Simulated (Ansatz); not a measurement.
Phonons of InN (zinc blende) at Γ, L = (0.5, 0.0, 0.0), X = (0.5, 0.5, 0.0).

InN (zinc blende)

```yaml
crystal:
  lattice:
    - [0.00000, 2.49995, 2.49995]
    - [2.49995, 0.00000, 2.49995]
    - [2.49995, 2.49995, 0.00000]
  atoms:
    - { symbol: N, position: [0.75000, 0.75000, 0.75000] }
    - { symbol: In, position: [0.00000, 0.00000, 0.00000] }
```

These are r2SCAN (plane waves to 500 eV, PAW, scalar-relativistic; Ansatz, a program for electronic structure) values and carry that method's errors. DFPT wavenumbers on a 12×12×12 k mesh, in cm⁻¹ and rounded to 5; i marks imaginary ones, q is in fractions of the reciprocal vectors of the cell shown, and the three acoustic modes at Γ are left out. At this level the bands of InN touch or barely overlap; measurements give the solid a gap. InN was relaxed with its symmetry unable to fall. The PAW data are Ansatz's earlier set.

```json
[
 {"q": "Γ", "wavenumbers (cm⁻¹)": "460 (×3)"},
 {"q": "L = (0.5, 0.0, 0.0)", "wavenumbers (cm⁻¹)": "80 (×2), 230, 485 (×2), 580"},
 {"q": "X = (0.5, 0.5, 0.0)", "wavenumbers (cm⁻¹)": "120 (×2), 230, 515 (×2), 575"}
]
```

The structure shows no imaginary mode at these points (lowest 80 cm⁻¹ at L = (0.5, 0.0, 0.0)); other wave vectors were not tested.

Highest mode: 580 cm⁻¹ at L = (0.5, 0.0, 0.0).
